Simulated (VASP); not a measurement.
# Al (Fm-3m) in VASP: notebook

One crystal, Al, is run at these levels: PBE; tasks: relaxation of cell and atoms, vibrations by finite differences.

All numbers are computed with VASP 6.6.1; they aren't measurements. Logs are shortened: lines on timing, memory, paths and dates and some standing lists are left out, and cuts for length are marked.

## (1) The structure

Symmetry: Fm-3m, No. 225, cubic system. The conventional cell has a = 4.050 Å, b = 4.050 Å, c = 4.050 Å, α = 90.00°, β = 90.00°, γ = 90.00°. Al (site symmetry m-3m) is surrounded by 12 Al at 2.86 Å.

## (2) Relaxation of cell and atoms, PBE

INCAR reads:

```
SYSTEM = Al
ALGO = Fast ; EDIFF = 1E-7
EDIFFG = -0.002 ; ENCUT = 520
GGA = PE ; IBRION = 2
ISIF = 3 ; ISMEAR = 0
LASPH = .True. ; LCHARG = .False.
LREAL = .False. ; LWAVE = .False.
NELM = 100 ; NSW = 80
PREC = Accurate ; SIGMA = 1.0
```

KPOINTS reads:

```
k-points
0
Gamma
  18 18 18
  0 0 0
```

POSCAR reads:

```
Al
1.0
    0.0000000000      2.0248050000      2.0248050000
    2.0248050000      0.0000000000      2.0248050000
    2.0248050000      2.0248050000      0.0000000000
Al
1
Direct
    0.0000000000      0.0000000000      0.0000000000
```

Potentials or basis: VASP PAW PBE potentials, release 64 (Al).

Run with:

```bash
cat potpaw_PBE.64/Al/POTCAR > POTCAR
mpirun -np 1 vasp_std > vasp.out
```

OUTCAR:

```text
SYSTEM = Al
   EDIFF = 1E-7
   EDIFFG = -0.002
   ENCUT = 520
   GGA = PE
   IBRION = 2
   ISIF = 3
   ISMEAR = 0
   LASPH = .True.
   LREAL = .False.
   NELM = 100
   NSW = 80
   PREC = Accurate

 ion  position               nearest neighbor table
   1  0.000  0.000  0.000-

  LATTYP: Found a face centered cubic cell.
 ALAT       =     4.0496100000

  Lattice vectors:

 A1 = (   0.0000000000,   2.0248050000,   2.0248050000)
 A2 = (   2.0248050000,   0.0000000000,   2.0248050000)
 A3 = (   2.0248050000,   2.0248050000,   0.0000000000)

Analysis of symmetry for initial positions (statically):
=====================================================================
 Subroutine PRICEL returns:
 Original cell was already a primitive cell.

 Routine SETGRP: Setting up the symmetry group for a
 face centered cubic supercell.

 Subroutine GETGRP returns: Found 48 space group operations
 (whereof 48 operations were pure point group operations)
 out of a pool of 48 trial point group operations.

The static configuration has the point symmetry O_h .

Analysis of symmetry for dynamics (positions and initial velocities):
=====================================================================
 Subroutine PRICEL returns:
 Original cell was already a primitive cell.

 Routine SETGRP: Setting up the symmetry group for a
 face centered cubic supercell.

 Subroutine GETGRP returns: Found 48 space group operations
 (whereof 48 operations were pure point group operations)
 out of a pool of 48 trial point group operations.

The dynamic configuration has the point symmetry O_h .

 Subroutine INISYM returns: Found 48 space group operations
 (whereof 48 operations are pure point group operations),
 and found     1 'primitive' translations

----------------------------------------------------------------------------------------

                                     Primitive cell

  volume of cell :      16.6027

  direct lattice vectors                    reciprocal lattice vectors
     0.000000000  2.024805000  2.024805000    -0.246937359  0.246937359  0.246937359
     2.024805000  0.000000000  2.024805000     0.246937359 -0.246937359  0.246937359
     2.024805000  2.024805000  0.000000000     0.246937359  0.246937359 -0.246937359

  length of vectors
     2.863506692  2.863506692  2.863506692     0.427708053  0.427708053  0.427708053

  position of ions in fractional coordinates (direct lattice)
     0.000000000  0.000000000  0.000000000

  ion indices of the primitive-cell ions
   primitive index   ion index
                 1           1

----------------------------------------------------------------------------------------

 KPOINTS: k-points

Automatic generation of k-mesh.
 Grid dimensions read from file:
 generate k-points for:   18   18   18

 Generating k-lattice:

  Cartesian coordinates                     Fractional coordinates (reciprocal lattice)
    -0.013718742  0.013718742  0.013718742     0.055555556  0.000000000  0.000000000
     0.013718742 -0.013718742  0.013718742     0.000000000  0.055555556  0.000000000
     0.013718742  0.013718742 -0.013718742     0.000000000  0.000000000  0.055555556

  Length of vectors
     0.023761558  0.023761558  0.023761558

  Shift w.r.t. Gamma in fractional coordinates (k-lattice)
     0.000000000  0.000000000  0.000000000

 Subroutine IBZKPT returns following result:
 ===========================================

 Found    195 irreducible k-points:

 Following reciprocal coordinates:
            Coordinates               Weight
  0.000000  0.000000  0.000000      1.000000
  0.055556  0.000000  0.000000      8.000000
  0.111111  0.000000  0.000000      8.000000
  0.166667  0.000000  0.000000      8.000000
  0.222222  0.000000  0.000000      8.000000
  0.277778  0.000000  0.000000      8.000000
[... 16 lines left out ...]
 -0.277778  0.055556  0.000000     24.000000
 -0.222222  0.055556  0.000000     24.000000
 [... further k-points ...]
   k-points           NKPTS =    195   k-points in BZ     NKDIM =    195   number of bands    NBANDS=      5
   number of dos      NEDOS =    301   number of ions     NIONS =      1
   total plane-waves  NPLWV =  13824
   dimension x,y,z NGX =    24 NGY =   24 NGZ =   24
   dimension x,y,z NGXF=    48 NGYF=   48 NGZF=   48
   ions per type =               1
   NGX,Y,Z   is equivalent  to a cutoff of  13.93, 13.93, 13.93 a.u.
   NGXF,Y,Z  is equivalent  to a cutoff of  27.87, 27.87, 27.87 a.u.
 SYSTEM =  Al
   PREC   = accura    normal or accurate (medium, high low for compatibility)
   ISTART =      0    job   : 0-new  1-cont  2-samecut
   ICHARG =      2    charge: 1-file 2-atom 10-const
   ISPIN  =      1    spin polarized calculation?
   LNONCOLLINEAR =      F non collinear calculations
   LSORBIT =      F    spin-orbit coupling
   LASPH  =      T    aspherical Exc in radial PAW
   ENCUT  =  520.0 eV  38.22 Ry    6.18 a.u.   5.32  5.32  5.32*2*pi/ulx,y,z
   NELM   =    100;   NELMIN=  2; NELMDL= -5     # of ELM steps
   EDIFF  = 0.1E-06   stopping-criterion for ELM
   LREAL  =      F    real-space projection
   EDIFFG = -.2E-02   stopping-criterion for IOM
   NSW    =     80    number of steps for IOM
   IBRION =      2    ionic relax: 0-MD 1-quasi-New 2-CG
   NFREE  =      1    steps in history (QN), initial steepest desc. (CG)
   ISIF   =      3    stress and relaxation
   ISYM   =      2    0-nonsym 1-usesym 2-fastsym
   POTIM  = 0.5000    time-step for ionic-motion
   TEBEG  =    0.0;   TEEND  =   0.0 temperature during run
   PSTRESS=    0.0 pullay stress
   NELECT =       3.0000    total number of electrons
   NUPDOWN=      -1.0000    fix difference up-down
   EMIN   =  10.00;   EMAX   =-10.00  energy-range for DOS
   EFERMI =   0.00;   METHOD = LEGACY
   ISMEAR =     0;   SIGMA  =   1.00  broadening in eV -4-tet -1-fermi 0-gaus
   EFERMI_NEDOS =   21; number of points for ismear=-14 and -15
   IALGO  =     68    algorithm
   IMIX   =      4    mixing-type and parameters
     AMIX     =   0.40;   BMIX     =  1.00
     AMIX_MAG =   1.60;   BMIX_MAG =  1.00
  volume/ion in A,a.u.               =      16.60       112.04
  Fermi-wavevector in a.u.,A,eV,Ry     =   0.925526  1.748991 11.654733  0.856599
  Thomas-Fermi vector in A             =   2.051390
   LORBIT       =      0    0 simple, 1 ext, 2 COOP (PROOUT), +10 PAW based schemes
   GGA     = PE    functional components
   LHFCALC =     F    Hartree Fock is set to
   AEXX    =    0.0000 exact exchange contribution
   IVDW    =     0    specifies the selected vdW correction
   LEPSILON=     F    determine dielectric tensor
   LRPA    =     F    only Hartree local field effects (RPA)
 conjugate gradient relaxation of ions
 non-spin polarized calculation
 RMM-DIIS sequential band-by-band and
 Gauss-broadening in eV      SIGMA  =   1.00
  energy-cutoff  :      520.00
  volume of cell :       16.60
 maximum number of plane-waves:       459
 NGX is ok and might be reduce to    24
   NGX = 11   NGY = 11   NGZ = 11

--------------------------------------- Ionic step        1  -------------------------------------------

 number of electron       3.0000000 magnetization

 Free energy of the ion-electron system (eV)
  ---------------------------------------------------
  ext. energy  EPLUGINS =         0.00000000
  ---------------------------------------------------
  free energy    TOTEN  =        -3.84699605 eV

  energy without entropy =       -3.64485804  energy(sigma->0) =       -3.74592704

------------------------ aborting loop because EDIFF is reached ----------------------------------------

  FORCE on cell =-STRESS in cart. coord.  units (eV):
  Direction    XX          YY          ZZ          XY          YZ          ZX
  --------------------------------------------------------------------------------------
  -------------------------------------------------------------------------------------
  Total        0.0171444      0.0171444      0.0171444     -0.0000000     -0.0000000      0.0000000
  in kB        1.6544493      1.6544493      1.6544493     -0.0000000     -0.0000000      0.0000000
  external PRESSURE =       1.6544493 kB  Pullay stress =       0.0000000 kB

 VOLUME and BASIS-vectors are now :
 -----------------------------------------------------------------------------
  energy-cutoff  :      520.00
  volume of cell :       16.60
      direct lattice vectors                 reciprocal lattice vectors
     0.000000000  2.024805000  2.024805000    -0.246937359  0.246937359  0.246937359
     2.024805000  0.000000000  2.024805000     0.246937359 -0.246937359  0.246937359
     2.024805000  2.024805000  0.000000000     0.246937359  0.246937359 -0.246937359
[... 36 lines left out ...]
 POSITION                                       TOTAL-FORCE (eV/Angst)
 -----------------------------------------------------------------------------------
      2.02648      4.05296      2.02648         0.000000      0.000000      0.000000
 -----------------------------------------------------------------------------------
    total drift:                                0.000000      0.000000     -0.000000

  FREE ENERGIE OF THE ION-ELECTRON SYSTEM (eV)
  ---------------------------------------------------
  free  energy   TOTEN  =        -3.8470142041 eV

  energy  without entropy=       -3.6445139523  energy(sigma->0) =       -3.74576408

--------------------------------------- Ionic step        3  -------------------------------------------

 number of electron       3.0000000 magnetization

 Free energy of the ion-electron system (eV)
  ---------------------------------------------------
  ext. energy  EPLUGINS =         0.00000000
  ---------------------------------------------------
  free energy    TOTEN  =        -3.84701455 eV

  energy without entropy =       -3.64455695  energy(sigma->0) =       -3.74578575

 E-fermi :   7.9007     XC(G=0): -10.1661

 val. band max:        7.8941373053   @ k =  -0.3889   0.3889   0.1667
 cond. band min:       7.9008553315   @ k =  -0.2778   0.2778   0.0556
 fundamental gap:      0.0067180262
 Fermi energy:         7.9007156764

 k-point     1 :       0.0000    0.0000    0.0000
  band No.  band energies     occupation
      1      -3.1638      2.00000
      2      20.4855      0.00000
      3      20.4855      0.00000
      4      20.4855      0.00000
      5      21.9144      0.00000

 k-point     2 :       0.0556    0.0000    0.0000
  band No.  band energies     occupation
      1      -3.0803      2.00000
      2      18.9627      0.00000
      3      20.1654      0.00000
      4      20.1654      0.00000
      5      22.3641      0.00000

 k-point     3 :       0.1111    0.0000    0.0000
  band No.  band energies     occupation
      1      -2.8303      2.00000
      2      16.7489      0.00000
      3      19.6489      0.00000
      4      19.6489      0.00000
      5      22.5747      0.00000
[... 153 lines left out ...]
 k-point    23 :      -0.2778    0.0556    0.0000
  band No.  band energies     occupation
      1      -0.7360      2.00000
      2       9.7361      0.00944
      3      16.9836      0.00000
      4      19.8351      0.00000
      5      20.7418      0.00000

 k-point    24 :      -0.2222    0.0556    0.0000
  band No.  band energies     occupation
      1      -1.5316      2.00000
      2      11.7348      0.00000
      3      17.1449      0.00000
      4      19.9813      0.00000
      5      21.7206      0.00000

 [... further k-points ...]

------------------------ aborting loop because EDIFF is reached ----------------------------------------

  FORCE on cell =-STRESS in cart. coord.  units (eV):
  Direction    XX          YY          ZZ          XY          YZ          ZX
  --------------------------------------------------------------------------------------
  -------------------------------------------------------------------------------------
  Total       -0.0000647     -0.0000647     -0.0000647      0.0000000      0.0000000      0.0000000
  in kB       -0.0062283     -0.0062283     -0.0062283      0.0000000      0.0000000      0.0000000
  external PRESSURE =      -0.0062283 kB  Pullay stress =       0.0000000 kB

 VOLUME and BASIS-vectors are now :
 -----------------------------------------------------------------------------
  energy-cutoff  :      520.00
  volume of cell :       16.64
      direct lattice vectors                 reciprocal lattice vectors
    -0.000000000  2.026283781  2.026283781    -0.246757145  0.246757145  0.246757145
     2.026283781 -0.000000000  2.026283781     0.246757145 -0.246757145  0.246757145
     2.026283781  2.026283781  0.000000000     0.246757145  0.246757145 -0.246757145

 POSITION                                       TOTAL-FORCE (eV/Angst)
 -----------------------------------------------------------------------------------
      0.00000     -0.00000      0.00000         0.000000      0.000000     -0.000000
 -----------------------------------------------------------------------------------
    total drift:                               -0.000000      0.000000      0.000000

  FREE ENERGIE OF THE ION-ELECTRON SYSTEM (eV)
  ---------------------------------------------------
  free  energy   TOTEN  =        -3.8470145520 eV

  energy  without entropy=       -3.6445569543  energy(sigma->0) =       -3.74578575

 reached required accuracy - stopping structural energy minimisation
```

Wall time 11 s (1 thread of Intel Xeon Platinum 8488C (Sapphire Rapids), shared host); peak memory 0.13 GiB.

What came out:

```
Free energy                            : -3.8470 eV
Relaxed volume                         : 16.64 Å³/atom
Relaxed cell                           : a = 2.866 Å, b = 2.866 Å, c = 2.866 Å, α = 60.00°, β = 60.00°, γ = 60.00°
Space group after relaxing (to 0.05 Å) : Fm-3m (No. 225)
Energy gained by relaxing              : 0.0 meV/atom
Ionic steps                            : 3
Pressure after relaxing                : 0.0 GPa
Band gap on the k mesh                 : none (metal or under the smearing width)
```

Final structure:
```cif
data_structure
_symmetry_space_group_name_H-M 'P 1'
_symmetry_Int_Tables_number 1
_cell_length_a 2.8656
_cell_length_b 2.8656
_cell_length_c 2.8656
_cell_angle_alpha 60.000
_cell_angle_beta 60.000
_cell_angle_gamma 60.000
_cell_volume 16.64
loop_
_atom_site_label
_atom_site_type_symbol
_atom_site_fract_x
_atom_site_fract_y
_atom_site_fract_z
_atom_site_occupancy
Al1 Al 0.00000 0.00000 0.00000 1
```

Levels at points of the mesh, in eV from the Fermi level:
| k point | band 1 | band 2 | band 3 | band 4 | band 5 |
| --- | --- | --- | --- | --- | --- |
| (0.00, 0.00, 0.00) | -11.06 | 12.58 | 12.58 | 12.58 | 14.01 |
| (0.50, 0.00, 0.00) | -4.55 | -4.36 | 11.33 | 11.33 | 11.43 |
| (0.50, 0.50, 0.00) | -2.89 | -1.59 | 5.27 | 5.57 | 5.57 |

## (3) Relaxation of cell and atoms, PBE

This run uses another cell than the first one, of 16.64 Å³/atom, 1.002 times its volume.

INCAR is that of step 2.

KPOINTS is that of step 2.

POSCAR reads:

```
Al                                      
1.0
   -0.0000000000      2.0262837810      2.0262837810
    2.0262837810     -0.0000000000      2.0262837810
    2.0262837810      2.0262837810      0.0000000000
  Al            
     1
Direct
     0.0000000000000000    0.0000000000000000    0.0000000000000000
```

Potentials or basis: VASP PAW PBE potentials, release 64 (Al).

Run with:

```bash
cat potpaw_PBE.64/Al/POTCAR > POTCAR
mpirun -np 1 vasp_std > vasp.out
```

Run time: 7.3 s. Hardware: 1 thread of Intel Xeon Platinum 8488C (Sapphire Rapids), shared host; peak memory 0.14 GiB.

It converged, with:

- Free energy: -3.8470 eV
- Pressure after relaxing: 0.0 GPa
- Band gap on the k mesh: none (metal or under the smearing width)

Final structure:
```
Al
1.0
     0.00000    2.02628    2.02628
     2.02628    0.00000    2.02628
     2.02628    2.02628    0.00000
Al
1
Direct
  0.00000 0.00000 0.00000
```

Levels at points of the mesh, in eV from the Fermi level:
| k point | band 1 | band 2 | band 3 | band 4 |
| --- | --- | --- | --- | --- |
| (0.00, 0.00, 0.00) | -11.06 | 12.58 | 12.58 | 12.58 |
| (0.50, 0.00, 0.00) | -4.55 | -4.36 | 11.33 | 11.35 |
| (0.50, 0.50, 0.00) | -2.89 | -1.59 | 5.27 | 5.57 |

Caveat: the relaxation stopped at its first step, so nothing moved.

## (4) Vibrations by finite differences, PBE

This run uses another cell than the first one, of 16.64 Å³/atom, 1.002 times its volume.

INCAR reads:

```
SYSTEM = Al
  PREC = Accurate
  ENCUT = 520
  EDIFF = 1E-8
  ISMEAR = 0
  SIGMA = 1.0
  LREAL = .False.
  LASPH = .True.
  NELM = 100
  ALGO = Fast
  ISIF = 3
  LWAVE = .False.
  LCHARG = .False.
  GGA = PE
  IBRION = 6
  NFREE = 2
  POTIM = 0.015
  NSW = 1
```

KPOINTS reads:

```
Automatic mesh
0
Gamma
  18 18 18
  0 0 0
```

POSCAR reads:

```
Al                                      
1.0
    0.0000000000      2.0262837810      2.0262837810
    2.0262837810      0.0000000000      2.0262837810
    2.0262837810      2.0262837810      0.0000000000
  Al            
     1
Direct
     0.0000000000000000    0.0000000000000000    0.0000000000000000
```

Run with:

```bash
cat potpaw_PBE.64/Al/POTCAR > POTCAR
mpirun -np 1 vasp_std > vasp.out
```

Run time: 4.9 min. Hardware: 1 thread of Intel Xeon Platinum 8488C (Sapphire Rapids), shared host; peak memory 0.39 GiB.

Results (log left out):

| Quantity | Value |
| --- | --- |
| Elastic constants C11, C12, C44 | 109, 58, 33 GPa |
| Voigt bulk modulus | 75 GPa |

Elastic tensor in Voigt notation (GPa, in the Cartesian axes of the cell as first typed):
```
109  58  58   0   0   0
 58 109  58   0   0   0
 58  58 109   0   0   0
  0   0   0  33   0   0
  0   0   0   0  33   0
  0   0   0   0   0  33
```

Clamped-ion elastic tensor (GPa):
```
109  58  58   0   0   0
 58 109  58   0   0   0
 58  58 109   0   0   0
  0   0   0  33   0   0
  0   0   0   0  33   0
  0   0   0   0   0  33
```
